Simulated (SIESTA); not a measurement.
HfN in SIESTA: the effect of Hubbard term

Crystal: HfN.

```
CELL_PARAMETERS angstrom
0.00000 2.25600 2.25600
2.25600 0.00000 2.25600
2.25600 2.25600 0.00000
ATOMIC_POSITIONS crystal
Hf 0.00000 0.00000 0.00000
N 0.50000 0.50000 0.50000
```

Alike in all runs:

- Program: SIESTA 5.4.2
- Task: density of states
- Functional: PBEsol
- Potentials or basis: PseudoDojo 0.4 standard (PBEsol files)
- Basis: DZP (energy shift 0.003 Ry; two zetas on semicore shells)
- Grid cutoff: 800 Ry
- Energy shift: 0.003 Ry
- k mesh: 8 × 8 × 8
- Occupations: fermi-dirac, width 0.05 eV
- Spin: no spin polarisation
- Hubbard projector method: 1
- U from the first cycle: yes
- broadening (eV): 0.05 eV
- window from (eV): -15 eV
- window to (eV): 5 eV
- energy points: 301

```csv
Hubbard term,pressure (GPa)
none,1.6
Hf d U = 2 eV,5.5
Hf d U = 4 eV,9.6
Hf d U = 6 eV,?
```

Question: What does the run with Hubbard term Hf d U = 6 eV give?

Answer: Pressure 14.0 GPa.

Worked out: A straight line through the other rows of the pressure, of slope 2 GPa per eV, extrapolates to 13.6 GPa, against the run's 14.0.

Caveats: short orbitals over semicore shells can move pressures by several GPa; the basis of atomic orbitals isn't converged, which shifts pressures, moduli and gaps; U without spin polarisation on a metal has little footing (some runs).

Runs at the PBE level aren't shown here.
